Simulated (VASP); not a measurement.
# Te2Mo in VASP: notebook

The runs below take Te2Mo through single point, with PBE.

Program: VASP 6.6.1. These are calculated values, not measurements. Logs are shortened: lines on timing, memory, paths and dates and some standing lists are left out, and cuts for length are marked.

## Step 1: The structure

The cell holds a slab with vacuum, 3 atoms: a = 3.518 Å, b = 3.518 Å, c = 18.605 Å, α = 90.00°, β = 90.00°, γ = 120.00°.

## Step 2: Single point, PBE

Input file INCAR:

```
SYSTEM = Te2Mo
PREC = Accurate ; ENCUT = 460
EDIFF = 1E-7 ; ISMEAR = 0
SIGMA = 0.05 ; LREAL = .FALSE.
LASPH = .TRUE. ; NELM = 120
ALGO = Normal ; ISIF = 2
LWAVE = .FALSE. ; LCHARG = .FALSE.
LDIPOL = .TRUE. ; IDIPOL = 3
DIPOL = 0.5 0.5 0.500 ; GGA = PE
NBANDS = 24 ; LVHAR = .TRUE.
LVACPOTAV = .TRUE.
```

Input file KPOINTS:

```
Automatic mesh
0
G
  6 6 1
  0 0 0
```

Input file POSCAR:

```
Te2Mo
1.0
    3.5182000000      0.0000000000      0.0000000000
   -1.7591000000      3.0468505800      0.0000000000
    0.0000000000      0.0000000000     18.6051888000
Te Mo
2 1
Direct
    0.3333333333      0.6666666667      0.4031133508
    0.3333333333      0.6666666667      0.5968866492
    0.6666666667      0.3333333333      0.5000000000
```

Potentials or basis: VASP PAW PBE potentials, release 64 (Te, Mo_sv).

Launch:

```console
cat potpaw_PBE.64/Te/POTCAR potpaw_PBE.64/Mo_sv/POTCAR > POTCAR
mpirun -np 1 vasp_std > vasp.out
```

OUTCAR:

```text
SYSTEM = Te2Mo
   PREC = Accurate
   ENCUT = 460
   EDIFF = 1E-7
   ISMEAR = 0
   LREAL = .FALSE.
   LASPH = .TRUE.
   NELM = 120
   ISIF = 2
   GGA = PE

 Found      7 irreducible k-points:

 Following reciprocal coordinates:
            Coordinates               Weight
  0.000000  0.000000  0.000000      1.000000
  0.166667  0.000000  0.000000      6.000000
  0.333333  0.000000  0.000000      6.000000
  0.500000  0.000000  0.000000      3.000000
  0.166667  0.166667  0.000000      6.000000
  0.333333  0.166667  0.000000     12.000000
   k-points           NKPTS =      7   k-points in BZ     NKDIM =      7   number of bands    NBANDS=     24
   number of dos      NEDOS =    301   number of ions     NIONS =      3
   total plane-waves  NPLWV = 109760
   dimension x,y,z NGX =    28 NGY =   28 NGZ =  140
   dimension x,y,z NGXF=    56 NGYF=   56 NGZF=  280
   ions per type =               2   1
   NGX,Y,Z   is equivalent  to a cutoff of  13.23, 13.23, 12.51 a.u.
   NGXF,Y,Z  is equivalent  to a cutoff of  26.46, 26.46, 25.02 a.u.
 SYSTEM =  Te2Mo
   PREC   = accura    normal or accurate (medium, high low for compatibility)
   ISTART =      0    job   : 0-new  1-cont  2-samecut
   ICHARG =      2    charge: 1-file 2-atom 10-const
   ISPIN  =      1    spin polarized calculation?
   LNONCOLLINEAR =      F non collinear calculations
   LSORBIT =      F    spin-orbit coupling
   LASPH  =      T    aspherical Exc in radial PAW
   ENCUT  =  460.0 eV  33.81 Ry    5.81 a.u.   6.15  6.15 32.54*2*pi/ulx,y,z
   NELM   =    120;   NELMIN=  2; NELMDL= -5     # of ELM steps
   EDIFF  = 0.1E-06   stopping-criterion for ELM
   LREAL  =      F    real-space projection
   EDIFFG = 0.1E-05   stopping-criterion for IOM
   NSW    =      0    number of steps for IOM
   IBRION =     -1    ionic relax: 0-MD 1-quasi-New 2-CG
   NFREE  =      0    steps in history (QN), initial steepest desc. (CG)
   ISIF   =      2    stress and relaxation
   ISYM   =      2    0-nonsym 1-usesym 2-fastsym
   POTIM  = 0.5000    time-step for ionic-motion
   TEBEG  =    0.0;   TEEND  =   0.0 temperature during run
   PSTRESS=    0.0 pullay stress
   NELECT =      26.0000    total number of electrons
   NUPDOWN=      -1.0000    fix difference up-down
   EMIN   =  10.00;   EMAX   =-10.00  energy-range for DOS
   EFERMI =   0.00;   METHOD = LEGACY
   ISMEAR =     0;   SIGMA  =   0.05  broadening in eV -4-tet -1-fermi 0-gaus
   EFERMI_NEDOS =   21; number of points for ismear=-14 and -15
   IALGO  =     38    algorithm
   IMIX   =      4    mixing-type and parameters
     AMIX     =   0.40;   BMIX     =  1.00
     AMIX_MAG =   1.60;   BMIX_MAG =  1.00
  volume/ion in A,a.u.               =      66.48       448.62
  Fermi-wavevector in a.u.,A,eV,Ry     =   0.830101  1.568663  9.375324  0.689067
  Thomas-Fermi vector in A             =   1.942760
   LORBIT       =      0    0 simple, 1 ext, 2 COOP (PROOUT), +10 PAW based schemes
   GGA     = PE    functional components
   LHFCALC =     F    Hartree Fock is set to
   AEXX    =    0.0000 exact exchange contribution
   IVDW    =     0    specifies the selected vdW correction
   LEPSILON=     F    determine dielectric tensor
   LRPA    =     F    only Hartree local field effects (RPA)
 non-spin polarized calculation
 Gauss-broadening in eV      SIGMA  =   0.05
  energy-cutoff  :      460.00
  volume of cell :      199.44
 maximum number of plane-waves:      4494
 NGX is ok and might be reduce to    28
   NGX = 13   NGY = 13   NGZ = 65

 dipolmoment           0.000000      0.000000      0.000000 electrons x Angstroem

 number of electron      26.0000003 magnetization

 dipolmoment           0.000000      0.000000     -0.000000 electrons x Angstroem

 Free energy of the ion-electron system (eV)
  ---------------------------------------------------
  ext. energy  EPLUGINS =         0.00000000
  ---------------------------------------------------
  free energy    TOTEN  =       -18.01004604 eV

  energy without entropy =      -18.01004604  energy(sigma->0) =      -18.01004604

 E-fermi :   0.2503     XC(G=0):  -4.5176

 val. band max:       -0.0402629233   @ k =   0.3333   0.3333   0.0000
 cond. band min:       1.1018340126   @ k =   0.3333   0.3333   0.0000
 fundamental gap:      1.1420969359
 Fermi energy:         0.2502876481

 k-point     1 :       0.0000    0.0000    0.0000
  band No.  band energies     occupation
      1     -60.6882      2.00000
      2     -34.8603      2.00000
      3     -34.7287      2.00000
      4     -34.7287      2.00000
      5     -12.7110      2.00000
      6     -11.7486      2.00000
      7      -5.0612      2.00000
      8      -1.8144      2.00000
      9      -1.6904      2.00000
     10      -1.6904      2.00000
     11      -0.9008      2.00000
     12      -0.9008      2.00000
     13      -0.5498      2.00000
     14       3.1370      0.00000
     15       3.1370      0.00000
     16       3.4300      0.00000
     17       3.4300      0.00000
     18       4.1177      0.00000
     19       4.5075      0.00000
     20       5.3696      0.00000
     21       6.3281      0.00000
     22       6.9722      0.00000
     23       7.9478      0.00000
     24       8.1872      0.00000

 k-point     2 :       0.1667    0.0000    0.0000
  band No.  band energies     occupation
      1     -60.6858      2.00000
      2     -34.8531      2.00000
      3     -34.7615      2.00000
      4     -34.7364      2.00000
      5     -12.3291      2.00000
      6     -11.4839      2.00000
      7      -4.6588      2.00000
      8      -2.4813      2.00000
      9      -2.4105      2.00000
     10      -1.3790      2.00000
     11      -1.3477      2.00000
     12      -0.8543      2.00000
     13      -0.6268      2.00000
     14       1.9748      0.00000
     15       2.2055      0.00000
     16       2.7215      0.00000
     17       3.3982      0.00000
     18       4.6001      0.00000
     19       4.9693      0.00000
     20       5.8378      0.00000
     21       7.2747      0.00000
     22       7.3837      0.00000
     23       8.0004      0.00000
     24       8.1379      0.00000

 k-point     3 :       0.3333    0.0000    0.0000
  band No.  band energies     occupation
      1     -60.6809      2.00000
      2     -34.8386      2.00000
      3     -34.8264      2.00000
      4     -34.7516      2.00000
      5     -11.3605      2.00000
      6     -10.8250      2.00000
      7      -4.5091      2.00000
      8      -3.7545      2.00000
      9      -3.5499      2.00000
     10      -2.0476      2.00000
     11      -1.5018      2.00000
     12      -1.0290      2.00000
     13      -0.6807      2.00000
     14       1.4583      0.00000
     15       1.7621      0.00000
     16       2.6582      0.00000
     17       3.6608      0.00000
     18       5.5227      0.00000
     19       5.8163      0.00000
     20       6.0093      0.00000
     21       6.6186      0.00000
     22       6.8869      0.00000
     23       7.6937      0.00000
     24       8.1917      0.00000

 k-point     4 :       0.5000    0.0000    0.0000
  band No.  band energies     occupation
      1     -60.6784      2.00000
      2     -34.8586      2.00000
      3     -34.8313      2.00000
      4     -34.7591      2.00000
      5     -10.6697      2.00000
      6     -10.3833      2.00000
      7      -5.5119      2.00000
      8      -4.6522      2.00000
      9      -3.3842      2.00000
     10      -2.3395      2.00000
     11      -1.6931      2.00000
     12      -0.7965      2.00000
     13      -0.2964      2.00000
     14       1.4286      0.00000
     15       1.7539      0.00000
     16       3.2976      0.00000
     17       3.7150      0.00000
     18       3.9572      0.00000
     19       5.9263      0.00000
     20       6.5717      0.00000
     21       6.6929      0.00000
     22       7.4865      0.00000
     23       8.3522      0.00000
     24       8.4921      0.00000

 k-point     5 :       0.1667    0.1667    0.0000
  band No.  band energies     occupation
      1     -60.6821      2.00000
      2     -34.8422      2.00000
      3     -34.8042      2.00000
      4     -34.7539      2.00000
      5     -11.6448      2.00000
      6     -11.0133      2.00000
      7      -4.1705      2.00000
      8      -3.3622      2.00000
      9      -3.0656      2.00000
     10      -2.5365      2.00000
     11      -1.5302      2.00000
     12      -0.8478      2.00000
     13      -0.6127      2.00000
     14       1.2850      0.00000
     15       1.8447      0.00000
     16       1.9736      0.00000
     17       3.4696      0.00000
     18       5.3964      0.00000
     19       5.8287      0.00000
     20       6.6690      0.00000
     21       7.1475      0.00000
     22       7.9572      0.00000
     23       8.2879      0.00000
     24       8.6337      0.00000

 k-point     6 :       0.3333    0.1667    0.0000
  band No.  band energies     occupation
      1     -60.6784      2.00000
      2     -34.8424      2.00000
      3     -34.8313      2.00000
      4     -34.7756      2.00000
      5     -10.7184      2.00000
      6     -10.3959      2.00000
      7      -4.9474      2.00000
      8      -4.3624      2.00000
      9      -3.2832      2.00000
     10      -2.7615      2.00000
     11      -2.1413      2.00000
     12      -1.5220      2.00000
     13      -0.3305      2.00000
     14       1.4504      0.00000
     15       1.7968      0.00000
     16       2.3554      0.00000
     17       3.6247      0.00000
     18       4.8861      0.00000
     19       6.7699      0.00000
     20       6.7911      0.00000
     21       7.3512      0.00000
     22       8.1769      0.00000
     23       8.2414      0.00000
     24       8.5019      0.00000

 [... further k-points ...]

------------------------ aborting loop because EDIFF is reached ----------------------------------------

  FORCE on cell =-STRESS in cart. coord.  units (eV):
  Direction    XX          YY          ZZ          XY          YZ          ZX
  --------------------------------------------------------------------------------------
  -------------------------------------------------------------------------------------
  Total        1.0690864      1.0690864      0.9896998      0.0000000     -0.0000000      0.0000000
  in kB        8.5885060      8.5885060      7.9507539      0.0000000     -0.0000000      0.0000000
  external PRESSURE =       8.3759219 kB  Pullay stress =       0.0000000 kB

 VOLUME and BASIS-vectors are now :
 -----------------------------------------------------------------------------
  energy-cutoff  :      460.00
  volume of cell :      199.44
      direct lattice vectors                 reciprocal lattice vectors
     3.518200000  0.000000000  0.000000000     0.284236257  0.164103879  0.000000000
    -1.759100000  3.046850580  0.000000000     0.000000000  0.328207759  0.000000000
     0.000000000  0.000000000 18.605188800     0.000000000  0.000000000  0.053748447

 POSITION                                       TOTAL-FORCE (eV/Angst)
 -----------------------------------------------------------------------------------
     -0.00000      2.03123      7.50000         0.000000     -0.000000     -0.279664
     -0.00000      2.03123     11.10519         0.000000      0.000000      0.279664
      1.75910      1.01562      9.30259        -0.000000     -0.000000     -0.000000
 -----------------------------------------------------------------------------------
    total drift:                               -0.000000      0.000000      0.000000

  FREE ENERGIE OF THE ION-ELECTRON SYSTEM (eV)
  ---------------------------------------------------
  free  energy   TOTEN  =       -18.0100460356 eV

  energy  without entropy=      -18.0100460356  energy(sigma->0) =      -18.01004604

 vacuum level on the upper side and lower side of the slab         4.833         4.833
```

Wall time 87 s (1 thread of Intel Xeon Platinum 8559C (Emerald Rapids), shared host); peak memory 0.32 GiB.

These settings aren't checked as converged: the numbers below hold their error.

What came out:

- Free energy: -18.0100 eV
- Largest force: 0.280 eV/Å
- Band gap on the k mesh: 1.14 eV, direct
- Ionisation potential of the upper face: 4.87 eV

Caveat: spin-orbit coupling is left out, which moves the levels of the heavy elements.

## Step 3: Single point, PBE

This run uses another cell than the first one, of 55.76 Å³/atom, 0.839 times its volume.

INCAR: that of step 2 with these lines changed.

```diff
@@ -3,3 +3,3 @@
 EDIFF = 1E-7 ; ISMEAR = 0
-SIGMA = 0.05 ; LREAL = .FALSE.
+SIGMA = 0.2 ; LREAL = .FALSE.
 LASPH = .TRUE. ; NELM = 120
```

Input file KPOINTS:

```
Automatic mesh
0
G
  7 7 1
  0 0 0
```

Input file POSCAR:

```
Te2Mo
1.0
    3.5182000000      0.0000000000      0.0000000000
   -1.7591000000      3.0468505800      0.0000000000
    0.0000000000      0.0000000000     15.6051888000
Te Mo
2 1
Direct
    0.3333333333      0.6666666667      0.3844874982
    0.3333333333      0.6666666667      0.6155125018
    0.6666666667      0.3333333333      0.5000000000
```

Potentials or basis: VASP PAW PBE potentials, release 64 (Te, Mo_sv).

Launch:

```console
cat potpaw_PBE.64/Te/POTCAR potpaw_PBE.64/Mo_sv/POTCAR > POTCAR
mpirun -np 1 vasp_std > vasp.out
```

Wall time 77 s (1 thread of Intel Xeon Platinum 8559C (Emerald Rapids), shared host); peak memory 0.26 GiB.

The run converged, but some of its settings lie outside the range that counts as converged, so its numbers aren't taken as properties of the slab.

Results:

* Free energy: -18.0114 eV
* Largest force: 0.276 eV/Å
* Band gap on the k mesh: 1.46 eV, direct
* Ionisation potential of the upper face: 5.02 eV

Caveat: spin-orbit coupling is left out, which moves the levels of the heavy elements.

(Part 1 of 2 ends here.)
